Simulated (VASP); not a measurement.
# CaO (Lime) (Fm-3m) in VASP: further runs

The runs below take CaO (Lime) through relaxation of the atoms, relaxation of cell and atoms, with r2SCAN, PBEsol.

Program: VASP 6.6.1. These are calculated values, not measurements. Logs are shortened: lines on timing, memory, paths and dates and some standing lists are left out, and cuts for length are marked.

### 1 The structure

The structure is cubic, space group Fm-3m (No. 225). The conventional cell has a = 4.813 Å, b = 4.813 Å, c = 4.813 Å, α = 90.00°, β = 90.00°, γ = 90.00°. Around Ca (site symmetry m-3m) lie 6 O at 2.41 Å. Around O (site symmetry m-3m) lie 6 Ca at 2.41 Å.

### 2 Relaxation of the atoms, r2SCAN (a relaxed cell with its volume scaled by 1.02)

INCAR

```
ALGO = Normal
EDIFF = 1E-7
EDIFFG = -0.01
ENCUT = 600
IBRION = 2
ISIF = 2
ISMEAR = 0
LASPH = T
LCHARG = F
LMIXTAU = T
LREAL = F
LWAVE = F
METAGGA = R2SCAN
NELM = 80
NSW = 40
PREC = Accurate
SIGMA = 0.03
```

KPOINTS

```
k-points
0
Gamma
  10 10 10
```

POSCAR

```
CaO                                     
1.0
    0.0000000000      2.4196819167      2.4196819167
    2.4196819167      0.0000000000      2.4196819167
    2.4196819167      2.4196819167      0.0000000000
  Ca              O             
     1     1
Direct
     0.0000000000000000    0.0000000000000000    0.0000000000000000
     0.5000000000000000    0.5000000000000000    0.5000000000000000
```

Potentials or basis: VASP PAW PBE potentials, release 64 (Ca_sv, O).

The run is started by

```
> cat potpaw_PBE.64/Ca_sv/POTCAR potpaw_PBE.64/O/POTCAR > POTCAR
> mpirun -np 1 vasp_std > vasp.out
```

OUTCAR:

```text
EDIFF = 1E-7
   EDIFFG = -0.01
   ENCUT = 600
   IBRION = 2
   ISIF = 2
   ISMEAR = 0
   LASPH = T
   LREAL = F
   METAGGA = R2SCAN
   NELM = 80
   NSW = 40
   PREC = Accurate

 ion  position               nearest neighbor table
   1  0.000  0.000  0.000-   2 2.42   2 2.42   2 2.42   2 2.42   2 2.42   2 2.42
   2  0.500  0.500  0.500-   1 2.42   1 2.42   1 2.42   1 2.42   1 2.42   1 2.42

  LATTYP: Found a face centered cubic cell.
 ALAT       =     4.8393638334

  Lattice vectors:

 A1 = (   0.0000000000,   2.4196819167,   2.4196819167)
 A2 = (   2.4196819167,   0.0000000000,   2.4196819167)
 A3 = (   2.4196819167,   2.4196819167,   0.0000000000)

Analysis of symmetry for initial positions (statically):
=====================================================================
 Subroutine PRICEL returns:
 Original cell was already a primitive cell.

 Routine SETGRP: Setting up the symmetry group for a
 face centered cubic supercell.

 Subroutine GETGRP returns: Found 48 space group operations
 (whereof 48 operations were pure point group operations)
 out of a pool of 48 trial point group operations.

The static configuration has the point symmetry O_h .

Analysis of symmetry for dynamics (positions and initial velocities):
=====================================================================
 Subroutine PRICEL returns:
 Original cell was already a primitive cell.

 Routine SETGRP: Setting up the symmetry group for a
 face centered cubic supercell.

 Subroutine GETGRP returns: Found 48 space group operations
 (whereof 48 operations were pure point group operations)
 out of a pool of 48 trial point group operations.

The dynamic configuration has the point symmetry O_h .

 Subroutine INISYM returns: Found 48 space group operations
 (whereof 48 operations are pure point group operations),
 and found     1 'primitive' translations

----------------------------------------------------------------------------------------

                                     Primitive cell

  volume of cell :      28.3338

  direct lattice vectors                    reciprocal lattice vectors
     0.000000000  2.419681917  2.419681917    -0.206638731  0.206638731  0.206638731
     2.419681917  0.000000000  2.419681917     0.206638731 -0.206638731  0.206638731
     2.419681917  2.419681917  0.000000000     0.206638731  0.206638731 -0.206638731

  length of vectors
     3.421946983  3.421946983  3.421946983     0.357908780  0.357908780  0.357908780

  position of ions in fractional coordinates (direct lattice)
     0.000000000  0.000000000  0.000000000
     0.500000000  0.500000000  0.500000000

  ion indices of the primitive-cell ions
   primitive index   ion index
                 1           1
                 2           2

[... 89 lines left out ...]
   IMIX   =      4    mixing-type and parameters
     AMIX     =   0.40;   BMIX     =  1.00
     AMIX_MAG =   1.60;   BMIX_MAG =  1.00
  volume/ion in A,a.u.               =      14.17        95.60
  Fermi-wavevector in a.u.,A,eV,Ry     =   1.353152  2.557086 24.912540  1.831020
  Thomas-Fermi vector in A             =   2.480431
   LORBIT       =      0    0 simple, 1 ext, 2 COOP (PROOUT), +10 PAW based schemes
   METAGGA = R2SCAN    functional components
   LHFCALC =     F    Hartree Fock is set to
   AEXX    =    0.0000 exact exchange contribution
   IVDW    =     0    specifies the selected vdW correction
   LEPSILON=     F    determine dielectric tensor
   LRPA    =     F    only Hartree local field effects (RPA)
 conjugate gradient relaxation of ions
 non-spin polarized calculation
 Gauss-broadening in eV      SIGMA  =   0.03
  energy-cutoff  :      600.00
  volume of cell :       28.33
 maximum number of plane-waves:       960
   NGX = 13   NGY = 13   NGZ = 13

 number of electron      16.0000000 magnetization

 Free energy of the ion-electron system (eV)
  ---------------------------------------------------
  ext. energy  EPLUGINS =         0.00000000
  ---------------------------------------------------
  free energy    TOTEN  =       -19.45469759 eV

  energy without entropy =      -19.45469759  energy(sigma->0) =      -19.45469759

 E-fermi :   2.0487     XC(G=0): -10.9659

 val. band max:        1.9002954138   @ k =   0.0000   0.0000   0.0000
 cond. band min:       6.0940573583   @ k =   0.5000   0.5000   0.0000
 fundamental gap:      4.1937619444
 Fermi energy:         2.0487206591

 k-point     1 :       0.0000    0.0000    0.0000
  band No.  band energies     occupation
      1     -37.2430      2.00000
      2     -17.1489      2.00000
      3     -17.1489      2.00000
      4     -17.1489      2.00000
      5     -14.5349      2.00000
      6       1.9003      2.00000
      7       1.9003      2.00000
      8       1.9003      2.00000
      9       7.1573      0.00000
     10       8.7021      0.00000
     11       8.7021      0.00000
     12       8.7021      0.00000
[... 331 lines left out ...]
 k-point    24 :       0.4000    0.3000    0.0000
  band No.  band energies     occupation
      1     -37.1463      2.00000
      2     -17.7720      2.00000
      3     -17.3334      2.00000
      4     -17.3080      2.00000
      5     -14.0238      2.00000
      6       0.2529      2.00000
      7       1.3586      2.00000
      8       1.4527      2.00000
      9       6.7608      0.00000
     10      10.1199      0.00000
     11      11.2885      0.00000
     12      11.3336      0.00000

 [... further k-points ...]

------------------------ aborting loop because EDIFF is reached ----------------------------------------

  FORCE on cell =-STRESS in cart. coord.  units (eV):
  Direction    XX          YY          ZZ          XY          YZ          ZX
  --------------------------------------------------------------------------------------
  -------------------------------------------------------------------------------------
  Total       -0.3905112     -0.3905112     -0.3905112     -0.0000000     -0.0000000      0.0000000
  in kB      -22.0820453    -22.0820453    -22.0820453     -0.0000000     -0.0000000      0.0000000
  external PRESSURE =     -22.0820453 kB  Pullay stress =       0.0000000 kB

 VOLUME and BASIS-vectors are now :
 -----------------------------------------------------------------------------
  energy-cutoff  :      600.00
  volume of cell :       28.33
      direct lattice vectors                 reciprocal lattice vectors
     0.000000000  2.419681917  2.419681917    -0.206638731  0.206638731  0.206638731
     2.419681917  0.000000000  2.419681917     0.206638731 -0.206638731  0.206638731
     2.419681917  2.419681917  0.000000000     0.206638731  0.206638731 -0.206638731

 POSITION                                       TOTAL-FORCE (eV/Angst)
 -----------------------------------------------------------------------------------
      0.00000      0.00000      0.00000        -0.000000      0.000000     -0.000000
      2.41968      2.41968      2.41968         0.000000     -0.000000      0.000000
 -----------------------------------------------------------------------------------
    total drift:                                0.000000      0.000000      0.000000

  FREE ENERGIE OF THE ION-ELECTRON SYSTEM (eV)
  ---------------------------------------------------
  free  energy   TOTEN  =       -19.4546975913 eV

  energy  without entropy=      -19.4546975913  energy(sigma->0) =      -19.45469759

 reached required accuracy - stopping structural energy minimisation
```

CONTCAR:

```text
CaO
   1.00000000000000
     0.0000000000000000    2.4196819167000001    2.4196819167000001
     2.4196819167000001    0.0000000000000000    2.4196819167000001
     2.4196819167000001    2.4196819167000001    0.0000000000000000
  Ca              O
     1     1
Direct
     0.0000000000000000    0.0000000000000000    0.0000000000000000
     0.5000000000000000    0.5000000000000000    0.5000000000000000

  0.00000000E+00  0.00000000E+00  0.00000000E+00
  0.00000000E+00  0.00000000E+00  0.00000000E+00
```

Run time: 2.7 min. Hardware: 1 thread of AMD EPYC 7R13 (Zen 3), shared host; peak memory 0.15 GiB.

Results:

```
Free energy             : -19.4547 eV
Pressure after relaxing : -2.2 GPa
Band gap on the k mesh  : 4.19 eV, indirect (least direct gap 4.57 eV)
```

Final structure:
```
Ca O
1.0
     0.00000    2.41968    2.41968
     2.41968    0.00000    2.41968
     2.41968    2.41968    0.00000
Ca O
1 1
Direct
  0.00000 0.00000 0.00000
  0.50000 0.50000 0.50000
```

Caveat: the relaxation stopped at its first step, so nothing moved; the PAW data sets were made with another functional, which shifts forces and pressure a little. A k mesh can miss the band edges.

### 3 Relaxation of the atoms, r2SCAN (a relaxed cell with its volume scaled by 1.04)

INCAR is that of step 2.

KPOINTS is that of step 2.

POSCAR

```
CaO                                     
1.0
    0.0000000000      2.4353945772      2.4353945772
    2.4353945772      0.0000000000      2.4353945772
    2.4353945772      2.4353945772      0.0000000000
  Ca              O             
     1     1
Direct
     0.0000000000000000    0.0000000000000000    0.0000000000000000
     0.5000000000000000    0.5000000000000000    0.5000000000000000
```

Potentials or basis: VASP PAW PBE potentials, release 64 (Ca_sv, O).

The run is started by

```
> cat potpaw_PBE.64/Ca_sv/POTCAR potpaw_PBE.64/O/POTCAR > POTCAR
> mpirun -np 1 vasp_std > vasp.out
```

OUTCAR:

```text
EDIFF = 1E-7
   EDIFFG = -0.01
   ENCUT = 600
   IBRION = 2
   ISIF = 2
   ISMEAR = 0
   LASPH = T
   LREAL = F
   METAGGA = R2SCAN
   NELM = 80
   NSW = 40
   PREC = Accurate

 ion  position               nearest neighbor table
   1  0.000  0.000  0.000-   2 2.44   2 2.44   2 2.44   2 2.44   2 2.44   2 2.44
   2  0.500  0.500  0.500-   1 2.44   1 2.44   1 2.44   1 2.44   1 2.44   1 2.44

  LATTYP: Found a face centered cubic cell.
 ALAT       =     4.8707891544

  Lattice vectors:

 A1 = (   0.0000000000,   2.4353945772,   2.4353945772)
 A2 = (   2.4353945772,   0.0000000000,   2.4353945772)
 A3 = (   2.4353945772,   2.4353945772,   0.0000000000)

Analysis of symmetry for initial positions (statically):
=====================================================================
 Subroutine PRICEL returns:
 Original cell was already a primitive cell.

 Routine SETGRP: Setting up the symmetry group for a
 face centered cubic supercell.

 Subroutine GETGRP returns: Found 48 space group operations
 (whereof 48 operations were pure point group operations)
 out of a pool of 48 trial point group operations.

The static configuration has the point symmetry O_h .

Analysis of symmetry for dynamics (positions and initial velocities):
[... 181 lines left out ...]
     12       8.5461      0.00000
[... 331 lines left out ...]
 k-point    24 :       0.4000    0.3000    0.0000
  band No.  band energies     occupation
      1     -37.3450      2.00000
      2     -17.9258      2.00000
      3     -17.5236      2.00000
      4     -17.5002      2.00000
      5     -14.1219      2.00000
      6       0.1645      2.00000
      7       1.2585      2.00000
      8       1.3513      2.00000
      9       6.6436      0.00000
     10       9.8641      0.00000
     11      11.0702      0.00000
     12      11.1064      0.00000

 [... further k-points ...]

------------------------ aborting loop because EDIFF is reached ----------------------------------------

  FORCE on cell =-STRESS in cart. coord.  units (eV):
  Direction    XX          YY          ZZ          XY          YZ          ZX
  --------------------------------------------------------------------------------------
  -------------------------------------------------------------------------------------
  Total       -0.7534922     -0.7534922     -0.7534922     -0.0000000     -0.0000000      0.0000000
  in kB      -41.7879783    -41.7879783    -41.7879783     -0.0000000     -0.0000000      0.0000000
  external PRESSURE =     -41.7879783 kB  Pullay stress =       0.0000000 kB

 VOLUME and BASIS-vectors are now :
 -----------------------------------------------------------------------------
  energy-cutoff  :      600.00
  volume of cell :       28.89
      direct lattice vectors                 reciprocal lattice vectors
     0.000000000  2.435394577  2.435394577    -0.205305540  0.205305540  0.205305540
     2.435394577  0.000000000  2.435394577     0.205305540 -0.205305540  0.205305540
     2.435394577  2.435394577  0.000000000     0.205305540  0.205305540 -0.205305540

 POSITION                                       TOTAL-FORCE (eV/Angst)
 -----------------------------------------------------------------------------------
      0.00000      0.00000      0.00000         0.000000      0.000000      0.000000
      2.43539      2.43539      2.43539        -0.000000     -0.000000     -0.000000
 -----------------------------------------------------------------------------------
    total drift:                                0.000000      0.000000      0.000000

  FREE ENERGIE OF THE ION-ELECTRON SYSTEM (eV)
  ---------------------------------------------------
  free  energy   TOTEN  =       -19.4443493688 eV

  energy  without entropy=      -19.4443493688  energy(sigma->0) =      -19.44434937

 reached required accuracy - stopping structural energy minimisation
```

CONTCAR:

```text
CaO
   1.00000000000000
     0.0000000000000000    2.4353945771999999    2.4353945771999999
     2.4353945771999999    0.0000000000000000    2.4353945771999999
     2.4353945771999999    2.4353945771999999    0.0000000000000000
  Ca              O
     1     1
Direct
     0.0000000000000000    0.0000000000000000    0.0000000000000000
     0.5000000000000000    0.5000000000000000    0.5000000000000000

  0.00000000E+00  0.00000000E+00  0.00000000E+00
  0.00000000E+00  0.00000000E+00  0.00000000E+00
```

It took 2.1 min on 1 thread of AMD EPYC 7R13 (Zen 3), shared host; peak memory 0.15 GiB.

What came out:

```yaml
Free_energy: -19.4443 eV
Pressure_after_relaxing: -4.2 GPa
Band_gap_on_the_k_mesh: 4.20 eV, indirect (least direct gap 4.58 eV)
```

Final structure:
```cif
data_structure
_symmetry_space_group_name_H-M 'P 1'
_symmetry_Int_Tables_number 1
_cell_length_a 3.4442
_cell_length_b 3.4442
_cell_length_c 3.4442
_cell_angle_alpha 60.000
_cell_angle_beta 60.000
_cell_angle_gamma 60.000
_cell_volume 28.89
loop_
_atom_site_label
_atom_site_type_symbol
_atom_site_fract_x
_atom_site_fract_y
_atom_site_fract_z
_atom_site_occupancy
Ca1 Ca 0.00000 0.00000 0.00000 1
O1 O 0.50000 0.50000 0.50000 1
```

Caveat: the relaxation stopped at its first step, so nothing moved; the PAW data sets were made with another functional, which shifts forces and pressure a little. A k mesh can miss the band edges.

(Continued in part 2 of 2.)
